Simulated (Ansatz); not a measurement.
This log comes from Ansatz, run on a 4-atom cell of CdS started from a crystallographic database. The geometry is the r2SCAN minimum.

The cell:
```
CELL_PARAMETERS angstrom
4.16462 0.00000 0.00000
-2.08231 3.60667 0.00000
0.00000 0.00000 6.76598
ATOMIC_POSITIONS crystal
Cd 0.33333 0.66667 0.99903
Cd 0.66667 0.33333 0.49903
S 0.33333 0.66667 0.37597
S 0.66667 0.33333 0.87597
```

The log, with set-up remarks and timings taken out:
```
scf.n_extra_bands = 5 over 26 filled bands (N_el = 52.0): the run solves 31 bands
Pseudopotential: Cd, paw, valence charge 20, recommended cutoff 420 eV
Pseudopotential: S, paw, valence charge 6, recommended cutoff 420 eV
Crystal: 4 atoms, lattice volume = 101.628 Å³
Basis set: ecut = 420 eV, 1985 PW (Γ)
Bands: 31, of which v1, the nominal top of the filled ones, is band 26 counted from 1 (25 counted from 0)
Symmetry: 12 space group operations
Space group: P63mc (ITA 186)
k-points: 57 of 576 (time reversal used)
SCF 1 converged in 7 iterations: F = -17977.217703 eV  dr2 = 1.46e-8
Free energy (F): -17977.217703 eV
Fermi energy:    6.290317 eV
--- Per-component energies (eV) ---
  E_band       = -1041.452357
  E_kinetic    = 1222.370587
  E_local      = -8116.796872
  E_nonlocal   = 140.997961
  E_hartree    = 3711.361523
  E_xc         = -542.059624
  E_vxc        = -616.336016
  E_paw        = -9032.838069
  E_vpaw       = -1094.405898
  E_ewald      = -5362.092768
  E_core_change = 1.839533
--- Forces (eV/Å), atoms counted from 1 ---
  atom   1  Cd      0.00000      0.00000      0.00100
  atom   2  Cd      0.00000      0.00000      0.00100
  atom   3  S       0.00000      0.00000    -0.00099
  atom   4  S       0.00000      0.00000    -0.00099
--- Stress (GPa, compression-positive) ---
       -3.746089       0.000000       0.000000
        0.000000      -3.746089       0.000000
        0.000000       0.000000      -3.627815
  P = ⅓ Tr σ = -3.7067 GPa (-37.067 kbar)
--- Band table (eV; the first three rows and the last of 57) ---
  k-point 0: bands = […, 1.9429, 5.5456, 5.5456, 6.2505, 6.2903, 6.2903, 7.1790, 8.8013, 12.5626, 12.5626, …]
  k-point 1: bands = […, 2.5388, 5.1991, 5.6483, 5.6483, 6.1743, 6.1743, 8.1213, 8.8759, 12.3733, 12.6353, …]
  k-point 2: bands = […, 3.7957, 3.7957, 5.9046, 5.9046, 5.9046, 5.9046, 8.8639, 8.8639, 12.2164, 12.2164, …]
  k-point 56: bands = […, 2.2650, 2.2650, 3.8811, 3.8811, 5.1986, 5.1986, 10.4423, 10.4423, 12.1732, 12.1732, …]
```

bands.tsv, columns around the gap (it counts bands from 0):
```tsv
# k_distance	band_21	band_22	band_23	band_24	band_25	band_26	band_27	band_28	band_29
# fermi_ev = 6.290317
# [0, 0, 0] at k_distance = 0.000000
# [0.5, 0, 0] at k_distance = 0.871051
# [0.3333333333, 0.3333333333, 0] at k_distance = 1.373953
# [0, 0, 0.5] at k_distance = 2.481760
# [0.5, 0, 0.5] at k_distance = 3.352811
# [0.3333333333, 0.3333333333, 0.5] at k_distance = 3.855713
# levels_relative_to = fermi_ev
0.000	-0.745	-0.745	-0.040	0.000	0.000	0.889	2.511	6.272	6.272
0.871	-3.537	-2.616	-1.846	-1.280	-0.744	3.462	3.651	4.911	6.116
1.374	-3.705	-3.066	-1.824	-1.824	-1.628	4.474	4.855	4.855	6.885
2.482	-2.495	-0.386	-0.386	-0.386	-0.386	2.574	2.574	5.926	5.926
3.353	-4.137	-1.326	-1.326	-1.305	-1.305	3.236	3.236	5.170	5.170
3.856	-4.025	-2.409	-2.409	-1.092	-1.092	4.152	4.152	5.883	5.883
```
In order the rows are Γ, M, K, A, L, H.

Q: What input produced it? Give the YAML.

A:
```yaml
crystal:
  # lattice and atoms as above
kpoints:
  mp_grid: { grid: [12, 12, 4] }
  band_path:
    path:
      - [0.0, 0.0, 0.0]
      - [0.5, 0.0, 0.0]
      - [0.3333333333, 0.3333333333, 0.0]
      - [0.0, 0.0, 0.5]
      - [0.5, 0.0, 0.5]
      - [0.3333333333, 0.3333333333, 0.5]
    npoints: 1
hamiltonian:
  xc: lda
scf:
  occupations: { method: fixed }
  n_extra_bands: 5
output:
  forces: true
  stress: true
  eigenvalues: true
```
The strong tension on the r2SCAN cell fits LDA, which tends to smaller cells. A single point prints forces and stress when the output block asks for them. Close relatives of this functional can't be ruled out from these lines alone. Not every key shows in the log; this is the file that was used.

Command: `ansatz run input.yaml --threads 2 --pin off --max-ram 2211MiB --backend cpu --events-out ev --progress --plain --runs-dir out`.

(Simulation; spin polarisation is off.)

Spin-orbit coupling is left out.
